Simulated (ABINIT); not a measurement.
BN:

```
CELL_PARAMETERS angstrom
2.55394 0.00000 0.00000
-1.27697 2.21178 0.00000
0.00000 0.00000 4.22685
ATOMIC_POSITIONS crystal
N 0.33333 0.66667 0.12528
N 0.66667 0.33333 0.62528
B 0.33333 0.66667 0.49972
B 0.66667 0.33333 0.99972
```

Measurements of this composition are mostly on another form, of space group No. 194.

Program: ABINIT 10.8.3 (patched build). Alike in all runs: no spin polarisation; cell as given.

**Question.** Order these runs on this cell by their band gap on the k mesh, lowest first.
A. level TB-mBJ; potentials or basis JTH PAW LDA v2.0; k mesh 12 × 12 × 6; cutoff (eV) 844; smearing fermi-dirac 0.05 eV; fine-grid cutoff 1442.2 eV
B. level r2SCAN; potentials or basis JTH PAW PBE v2.0; k mesh 12 × 12 × 6; cutoff (eV) 844; smearing fermi-dirac 0.05 eV; fine-grid cutoff 1442.2 eV
C. level LDA; potentials or basis JTH PAW LDA v2.0; k mesh 12 × 12 × 6; cutoff (eV) 707; smearing fermi-dirac 0.05 eV; fine-grid cutoff 1306.15 eV
D. level PBE0; potentials or basis PseudoDojo NC SR PBE v0.4.1 standard; k mesh 8 × 8 × 4; cutoff (eV) 952; smearing fixed; most SCF steps 60

**Answer.** C (4.97 eV), B (5.71 eV), A (6.83 eV), D (7.68 eV).

Caveats: the constant c of TB-mBJ comes from the pseudo density here, which moves gaps by up to 0.3 eV between sets of potentials (some runs).

A k mesh can miss the band edges.

Runs at the PBE level aren't shown here.
